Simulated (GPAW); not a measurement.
# MgB2 (P6/mmm) in GPAW: further runs, part 2 of 2

GPAW 26.7.0. The steps go on from the part before.

## 5. Relaxation of cell and atoms, PBEsol, target pressure 5 GPa, at which the enthalpy is minimised

Input file run.py:

```python
from ase import Atoms
from ase.filters import FrechetCellFilter
from ase.io import write
from ase.optimize import BFGS
from ase.units import GPa
from gpaw import GPAW, PW, setup_paths

setup_paths.insert(0, '.')

atoms = Atoms(['Mg', 'B', 'B'],
              cell=[[3.085, 0.0, 0.0],
                    [-1.5425, 2.6716883707, 0.0],
                    [0.0, 0.0, 3.523]],
              scaled_positions=[[0.0, 0.0, 0.0],
                                [0.6666666667, 0.3333333333, 0.5],
                                [0.3333333333, 0.6666666667, 0.5]],
              pbc=True)

calc = GPAW(mode=PW(800),
            xc='PBEsol',
            kpts={'size': (7, 7, 6), 'gamma': True},
            occupations={'name': 'fermi-dirac', 'width': 0.05},
            nbands=17,
            convergence={'density': 1e-05, 'forces': 0.0001},
            maxiter=150,
            txt='gpaw.txt')
atoms.calc = calc
opt = BFGS(FrechetCellFilter(atoms, scalar_pressure=5 * GPa), trajectory='relax.traj', logfile='-')
done = opt.run(fmax=0.02, steps=60)
calc.write('gs.gpw')
write('result.traj', atoms)
print('Converged:', done)
print('Cell:', atoms.cell.cellpar().round(4))
print('Volume:', round(atoms.get_volume(), 4))
print(atoms.get_scaled_positions().round(5))
```

Potentials or basis: PAW data sets generated in the run's folder for this functional, pw.

Started as:

```console
gpaw-setup -f PBEsol B Mg
OMP_NUM_THREADS=1 python run.py
```

gpaw.txt:

```text
__  _  _
 | _ |_)|_||  |
 |__||  | ||/\| - 26.7.0

Input parameters:
  mode=PW(ecut=800.0),
  convergence={'density': 1e-05, 'forces': 0.0001},
  kpts=MonkhorstPack(size=(7, 7, 6), gamma=True),
  maxiter=150,
  nbands=17,
  occupations=Occupations(name='fermi-dirac', width=0.05),
  xc=XC(name='PBEsol')

Diagonalizing LCAO Hamiltonian
Converting LCAO to pw mode

         B  B

       Mg

Atoms  # Å, Bohr magnetons
|   | symbol |         x |        y |        z |    initial magnetic moments |
|---|--------|-----------|----------|----------|-----------------------------|
| 0 |     Mg |  0.000000 | 0.000000 | 0.000000 | ( 0.0000,  0.0000,  0.0000) |
| 1 |      B |  1.542500 | 0.890563 | 1.761500 | ( 0.0000,  0.0000,  0.0000) |
| 2 |      B | -0.000000 | 1.781126 | 1.761500 | ( 0.0000,  0.0000,  0.0000) |
[... 1483 lines left out ...]
| 0 |     Mg | -0.000000 | -0.000000 | -0.000000 | ( 0.0000,  0.0000,  0.0000) |
| 1 |      B |  1.517738 |  0.876266 |  1.728637 | ( 0.0000,  0.0000,  0.0000) |
| 2 |      B | -0.000000 |  1.752533 |  1.728637 | ( 0.0000,  0.0000,  0.0000) |

Unit cell  # Å
| periodic |         x |        y |         z |  lengths |     angles |
|----------|-----------|----------|-----------|----------|------------|
|      yes |  3.035476 | 0.000000 | -0.000000 | 3.035476 |  90.000000 |
|      yes | -1.517738 | 2.628799 |  0.000000 | 3.035476 |  90.000000 |
|      yes |  0.000000 | 0.000000 |  3.457274 | 3.457274 | 120.000000 |

Number of symmetries: 24
Symmetry operations  # r_c * U_cc + t_c -> r_c
|    | kind |            matrix            |
|----|------|------------------------------|
|  0 |  σ   |  1, 1, 0,  0,-1, 0,  0, 0, 1 |
|  1 |  C2  |  1, 1, 0,  0,-1, 0,  0, 0,-1 |
|  2 |  C6  |  1, 1, 0, -1, 0, 0,  0, 0, 1 |
|  3 |  S6  |  1, 1, 0, -1, 0, 0,  0, 0,-1 |
|  4 |  E   |  1, 0, 0,  0, 1, 0,  0, 0, 1 |
|  5 |  σ   |  1, 0, 0,  0, 1, 0,  0, 0,-1 |
|  6 |  σ   |  1, 0, 0, -1,-1, 0,  0, 0, 1 |
|  7 |  C2  |  1, 0, 0, -1,-1, 0,  0, 0,-1 |
|  8 |  σ   |  0, 1, 0,  1, 0, 0,  0, 0, 1 |
[... 200 lines left out ...]
Stress tensor  # eV/Ang^3
|         x |         y |         z |
|-----------|-----------|-----------|
| -0.029899 | -0.000000 |  0.000000 |
|  0.000000 | -0.029899 |  0.000000 |
|  0.000000 |  0.000000 | -0.029947 |

Forces  # eV/Ang
|        x |       y |       z |
|----------|---------|---------|
|  0.00000 | 0.00000 | 0.00000 |  # Mg   0
| -0.00000 | 0.00000 | 0.00000 |  # B    1
| -0.00000 | 0.00000 | 0.00000 |  # B    2

# Writing to gs.gpw (mode='')
```

It took 2.1 min on 1 thread of Intel Xeon Platinum 8175M at 2.50GHz (Skylake/Cascade Lake), shared host; peak memory 0.24 GiB.

Results:

| Property | Result |
| --- | --- |
| Free energy | -16.4241 eV |
| Relaxed volume | 9.20 Å³/atom |
| Relaxed cell | a = 3.035 Å, b = 3.035 Å, c = 3.457 Å, α = 90.00°, β = 90.00°, γ = 120.00° |
| Space group after relaxing (to 0.05 Å) | P6/mmm (No. 191) |
| Energy change on relaxing (the enthalpy is what falls) | +2.5 meV/atom |
| Ionic steps | 7 |
| Pressure after relaxing | 4.8 GPa |
| Band gap on the k mesh | none (metal or under the smearing width) |

Step by step:
```
step  energy change (eV)  largest force (eV/Å)  pressure (GPa)  volume (Å³)
   1              0.0000                0.0000           -3.27        29.04
   2             -0.0035                0.0000           -2.19        28.83
   3              0.0087                0.0000            5.20        27.57
   4              0.0071                0.0000            4.90        27.61
   5              0.0061                0.0000            4.67        27.64
   6              0.0062                0.0000            4.60        27.63
   7              0.0075                0.0000            4.79        27.59
```

Final structure:
```cif
data_structure
_symmetry_space_group_name_H-M 'P 1'
_symmetry_Int_Tables_number 1
_cell_length_a 3.0355
_cell_length_b 3.0355
_cell_length_c 3.4573
_cell_angle_alpha 90.000
_cell_angle_beta 90.000
_cell_angle_gamma 120.000
_cell_volume 27.59
loop_
_atom_site_label
_atom_site_type_symbol
_atom_site_fract_x
_atom_site_fract_y
_atom_site_fract_z
_atom_site_occupancy
Mg1 Mg 0.00000 0.00000 0.00000 1
B1 B 0.66667 0.33333 0.50000 1
B2 B 0.33333 0.66667 0.50000 1
```

Levels at points of the mesh, in eV from the Fermi level:
| k point | band 4 | band 5 | band 6 | band 7 | band 8 | band 9 | band 10 | band 11 | band 12 | band 13 |
| --- | --- | --- | --- | --- | --- | --- | --- | --- | --- | --- |
| (0.00, 0.00, 0.00) | -41.57 | -12.56 | -2.86 | 0.52 | 0.52 | 1.95 | 6.61 | 6.61 | 8.77 | 10.52 |
| (0.00, 0.00, 0.50) | -41.57 | -11.19 | -7.51 | 0.93 | 0.93 | 6.92 | 6.92 | 8.37 | 10.61 | 10.78 |

Caveat: later steps reuse the first step's grids.

## 6. The reference run

An earlier run on the cell as given: functional PBEsol; potentials or basis PAW data sets generated in the run's folder for this functional; cutoff 800 eV; basis pw; k mesh 10 × 10 × 8; occupations fermi-dirac, width 0.05 eV; no spin polarisation.

- Pressure: -3.1 GPa
- Band gap on the k mesh: none (metal or under the smearing width)

## 7. Overview

```tsv
task	level	potentials or basis	cell	k mesh	cutoff (eV)	maxiter	convergence	data set	optimizer	fmax	gap on the mesh (eV)	pressure (GPa)
single point	LDA	the program's PAW data sets (release 1.2.1) made for this functional, other valence, pw	as given	8 × 8 × 6	650	120	default	Mg 2	-	-	none	-6.2
relaxation of cell and atoms	PBEsol	PAW data sets generated in the run's folder for this functional, pw	relaxed	7 × 7 × 6	800	150	density=1e-05 forces=0.0001	-	BFGS	0.02 eV/Å	none	0.0
relaxation of cell and atoms	PBEsol	PAW data sets generated in the run's folder for this functional, pw	relaxed to 2 GPa	7 × 7 × 6	800	150	density=1e-05 forces=0.0001	-	BFGS	0.02 eV/Å	none	1.8
relaxation of cell and atoms	PBEsol	PAW data sets generated in the run's folder for this functional, pw	relaxed to 5 GPa	7 × 7 × 6	800	150	density=1e-05 forces=0.0001	-	BFGS	0.02 eV/Å	none	4.8
single point	PBEsol	PAW data sets generated in the run's folder for this functional, pw	as given	10 × 10 × 8	800	150	-	-	-	-	none	-3.1
```

Alike in all rows: no spin polarisation; smearing fermi-dirac 0.05 eV.

Caveats: later steps reuse the first step's grids (some runs); the cutoff is short for stress and forces, so pressures can be off by a GPa or more (some runs).

Total energies depend on the potentials used, so only differences within one code and one set of settings carry meaning.
